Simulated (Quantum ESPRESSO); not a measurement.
The system is AlN.

```
Al N
1.0
     0.00000    2.18399    2.18399
     2.18399    0.00000    2.18399
     2.18399    2.18399    0.00000
Al N
1 1
Direct
  0.00000 0.00000 0.00000
  0.25000 0.25000 0.25000
```

Measurements of this composition are mostly on another form, of space group No. 186.

Base run:

| Property | Result |
| --- | --- |
| Program | Quantum ESPRESSO 7.5 |
| Functional | PBE |
| Potentials or basis | PseudoDojo 0.4.1 SR PBE standard |
| Cutoff | 1143 eV |
| Density cutoff | 4572 eV |
| k mesh | 8 × 8 × 8 |
| Occupations | fixed |
| Spin | no spin polarisation |

Its results: band gap on the k mesh, mean-field level 3.32 eV, indirect (least direct gap 4.19 eV).

Question: After a change of settings the same cell gave: band gap on the k mesh, mean-field level 3.09 eV, indirect (least direct gap 3.87 eV). Which change was it?
A. cutoff from 1143 eV to 395 eV; density cutoff from 4572 eV to 1605 eV; k mesh from 8 × 8 × 8 to 4 × 4 × 4
B. k mesh from 8 × 8 × 8 to 4 × 4 × 4
C. cutoff from 1143 eV to 626 eV; density cutoff from 4572 eV to 2517 eV; k mesh from 8 × 8 × 8 to 4 × 4 × 4
D. k mesh from 8 × 8 × 8 to 6 × 6 × 6

Answer: A.

Caveats: some runs use coarse meshes.

Not every run made on this cell is shown here.
